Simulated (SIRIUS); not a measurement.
# Ta under changes of volume

One of the cells (18.371 Å³/atom); the others are scaled copies at fixed shape and fractional positions:

```xyz
1
Lattice="-1.6622 1.6622 1.6622 1.6622 -1.6622 1.6622 1.6622 1.6622 -1.6622" Properties=species:S:1:pos:R:3 pbc="T T T"
Ta    0.0000    0.0000    0.0000
```

| Quantity | Value |
| --- | --- |
| Program | SIRIUS 7.10.0 |
| Functional | PBEsol |
| Potentials or basis | PseudoDojo 0.4.1 PBEsol standard (scalar relativistic) |
| Cutoff | 807 eV |
| Density cutoff | 3227 eV |
| k mesh | 11 × 11 × 11 |
| Occupations | fermi-dirac, width 0.05 eV |
| Spin | no spin polarisation |

```tsv
volume (Å³/atom)	energy over the lowest point (meV/atom)	pressure (GPa)
16.930	19.85	9.5
17.290	4.38	4.4
17.650	0.00	-0.2
18.371	19.69	-7.9
18.731	41.64	-11.1
19.091	?	?
```

What does the run at 19.091 Å³/atom give?

Energy over the lowest point 70.49 meV/atom; pressure -14.1 GPa.

Worked out: A Birch-Murnaghan fit of order 3 (a polynomial in V^(-2/3)) to the other rows has its minimum at 17.62 Å³/atom with B0 = V·E''(V) = 216 GPa and B' = 4.9. It gives 70.46 meV/atom at 19.091 Å³/atom, against the run's 70.49, and -dE/dV = -14.2 GPa, against -14.1.

Energies are extrapolated to zero smearing.
